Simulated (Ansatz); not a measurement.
A (101) slab of MoP (P-6m2 (No. 187)), 12 planes, outer planes Mo (top) and P (bottom), with 12 atoms (Mo6P6) in a surface cell of A = 13.784 Å², as cut from the bulk:

```xyz
12
Lattice="3.2410 0.0000 0.0000 -1.6205 4.2530 0.0000 0.0000 0.0000 25.8952" Properties=species:S:1:pos:R:3 pbc="T T T"
P     0.0000    3.6702    7.5000
Mo    1.6205    1.8524    7.8515
P     0.0000    1.2696    9.6087
Mo    0.0000    3.7048    9.9602
P     1.6205    3.1220   11.7175
Mo    0.0000    1.3043   12.0690
P     1.6205    0.7215   13.8262
Mo    1.6205    3.1567   14.1777
P     0.0000    2.5739   15.9350
Mo    1.6205    0.7561   16.2865
P     0.0000    0.1733   18.0437
Mo    0.0000    2.6086   18.3952
```

Theory: DFT PBE, scalar-relativistic, plane waves, PAW in Ansatz. Plane waves to 420 eV, a k mesh through Γ of 11×8×1 on the computed 12-atom cell and Gaussian smearing (0.10 eV); no spin polarisation. The cell repeats along c with a dipole correction in the vacuum.

Against the same 12 atoms in the bulk, the slab as cut lies 3.754 eV higher and the relaxed slab 3.347 eV higher.

Task: Work out the surface energy before and after relaxation.

Result: The slab has two faces, so γ = (E_slab − N·E_bulk)/(2A), the mean of both. As cut: 3.754/(2 × 13.784) = 0.1362 eV/Å², and 1 eV/Å² = 16.02 J/m², so γ = 2.18 J/m². Relaxed: 3.347/(2 × 13.784) = 0.1214 eV/Å² = 1.94 J/m². Relaxation recovers 11 % of the cost of cutting.

Task: What is the ideal work of this cut, per area?

Result: Griffith's ideal work is 2γ: 4.36 J/m² if the new faces stay rigid, 3.89 J/m² if they relax. Other cuts parallel to this plane can cost less. One thickness was run, 12 planes, so γ can still shift with it.